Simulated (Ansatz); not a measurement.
**Bands of ScAl**

```
CELL_PARAMETERS angstrom
2.16340 -5.25022 0.00000
2.16340 5.25022 0.00000
0.00000 0.00000 3.77129
ATOMIC_POSITIONS crystal
Sc 0.86468 0.13532 0.75000
Sc 0.13532 0.86468 0.25000
Al 0.58451 0.41550 0.75000
Al 0.41550 0.58451 0.25000
```

Atoms are numbered in the order listed.

Structure from Materials Project entry mp-999206 (possibly hypothetical), not relaxed further.

Method: DFT, PBEsol, all-electron LAPW, scalar-relativistic (Ansatz 0.2.0).

Settings: a Γ-centred 10×10×11 k mesh, Fermi–Dirac smearing of 0.05 eV, basis error target 1 meV/atom, no spin polarisation.

Points in fractions of the reciprocal vectors of this cell: Γ (0, 0, 0), Y (-0.5, 0.5, 0), C0 (-0.292, 0.708, 0), Σ0 (0.292, 0.292, 0), Z (0, 0, 0.5), A0 (0.292, 0.292, 0.5), E0 (-0.292, 0.708, 0.5), T (-0.5, 0.5, 0.5). The path joins them by straight lines in the order Γ–Y–C0–Σ0–Γ–Z–A0–E0–T; legs that retrace an earlier one aren't tabulated. Energies are in eV from the Fermi level.

Question: Metal or insulator at this level of theory?

Answer: No gap opens: metallic or semimetallic.

Question: Tabulate bands 20 to 25, counted from the lowest band of the run, along the path.

Answer: 
```
k (1/Å)  point  band 20  band 21  band 22  band 23  band 24  band 25
   0.00      Γ    -0.71    -0.28     0.36     0.88     1.04     1.97
   0.15           -0.68    -0.29     0.33     0.85     1.06     1.80
   0.30           -0.62    -0.41     0.42     0.76     1.13     1.66
   0.45           -0.55    -0.27     0.51     0.69     1.21     1.57
   0.60      Y    -0.52     0.04     0.39     0.65     1.24     1.54
   0.75           -0.33     0.25     0.36     0.54     1.31     1.64
   0.90           -0.37     0.21     0.33     0.57     1.48     1.74
   1.05           -0.49    -0.15     0.15     0.87     1.49     1.69
   1.20     C0    -0.69    -0.63     0.06     1.15     1.34     1.74
   1.36           -1.39    -0.43     0.07     1.20     1.20     1.82
   1.52           -2.08    -0.36     0.09     1.10     1.20     1.89
   1.69           -1.39    -0.43     0.07     1.20     1.20     1.82
   1.85     Σ0    -0.69    -0.63     0.06     1.15     1.34     1.74
   2.06           -1.37    -0.78     0.13     1.31     1.50     1.53
   2.27           -1.13    -0.87     0.43     1.08     1.34     1.50
   2.49           -0.85    -0.46     0.82     0.84     0.91     1.34
   2.70      Γ    -0.71    -0.28     0.36     0.88     1.04     1.97
   2.91           -0.84    -0.72     0.35     0.69     0.84     1.91
   3.11           -1.36    -0.73     0.14     0.22     0.64     2.08
   3.32           -0.94    -0.71    -0.30    -0.25     0.17     2.35
   3.53      Z    -1.08    -0.58    -0.58    -0.36    -0.36     2.57
   3.74           -1.07    -0.73    -0.73    -0.29    -0.29     2.56
   3.96           -1.13    -1.02    -1.02    -0.13    -0.13     2.38
   4.17           -1.43    -1.20    -1.20     0.04     0.04     2.19
   4.38     A0    -1.87    -1.22    -1.22     0.30     0.30     1.98
   4.54           -1.75    -1.12    -1.12     0.09     0.09     2.11
   4.70           -1.73    -0.94    -0.94    -0.11    -0.11     2.15
   4.87           -1.75    -1.12    -1.12     0.09     0.09     2.11
   5.03     E0    -1.87    -1.22    -1.22     0.30     0.30     1.98
   5.18           -2.19    -1.04    -1.04     0.60     0.60     1.61
   5.33           -2.44    -0.76    -0.76     0.89     0.89     1.26
   5.48           -2.60    -0.43    -0.43     0.68     0.68     1.42
   5.63      T    -2.65    -0.23    -0.23     0.47     0.47     1.60
```
